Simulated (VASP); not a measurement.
Input of a VASP 6.6.1 run:

The input INCAR:

```
PREC = Accurate ; ENCUT = 600
EDIFF = 1E-6 ; ISMEAR = 0
SIGMA = 0.03 ; LREAL = F
LASPH = T ; NELM = 80
ALGO = Normal ; ISIF = 3
LWAVE = F ; LCHARG = F
GGA = PS ; IBRION = 2
NSW = 90 ; EDIFFG = -0.01
KPAR = 4
```

KPOINTS

```
Automatic mesh
0
Gamma
  10 10 6
```

Contents of POSCAR:

```
Ga2O3
1.0
    6.1070000000     -1.5185500000      0.0000000000
    6.1070000000      1.5185500000      0.0000000000
   -1.3859889000      0.0000000000      5.6300087400
Ga O
4 6
Direct
    0.0905000000      0.0905000000      0.7946000000
    0.9095000000      0.9095000000      0.2054000000
    0.6586600000      0.6586600000      0.3140200000
    0.3413400000      0.3413400000      0.6859800000
    0.1645000000      0.1645000000      0.1098000000
    0.8355000000      0.8355000000      0.8902000000
    0.1733000000      0.1733000000      0.5632000000
    0.8267000000      0.8267000000      0.4368000000
    0.4959000000      0.4959000000      0.2566000000
    0.5041000000      0.5041000000      0.7434000000
```

Potentials or basis: VASP PAW PBE potentials, release 64 (Ga_d, O).

Launch:

```sh
$ cat potpaw_PBE.64/Ga_d/POTCAR potpaw_PBE.64/O/POTCAR > POTCAR
$ mpirun -np 4 vasp_std > vasp.out
```

Problem. What does it give for the relaxed cell?

Solution. a = 6.327 Å, b = 6.327 Å, c = 5.810 Å, α = 103.29°, β = 103.29°, γ = 27.88°.

Problem. Estimate the band gap on the k mesh.

Solution. 2.22 eV, indirect (least direct gap 2.24 eV).

Problem. Predict the relaxed volume.

Solution. 10.57 Å³/atom.

Problem. What does it give for the space group after relaxing (to 0.05 Å)?

Solution. C2/m (No. 12).

Forces in eV/Å, atoms in the order of the input:
```
Ga  -0.007  0.000  0.000
Ga   0.007  0.000  0.000
Ga   0.007  0.000 -0.003
Ga  -0.007  0.000  0.003
O    0.004  0.000 -0.003
O   -0.004  0.000  0.003
O   -0.004  0.000  0.003
O    0.004  0.000 -0.003
O   -0.003  0.000 -0.004
O    0.003  0.000  0.004
```

Caveat: the PAW data sets were made with another functional, which shifts forces and pressure a little. Zero-point motion and thermal expansion aren't in these numbers.
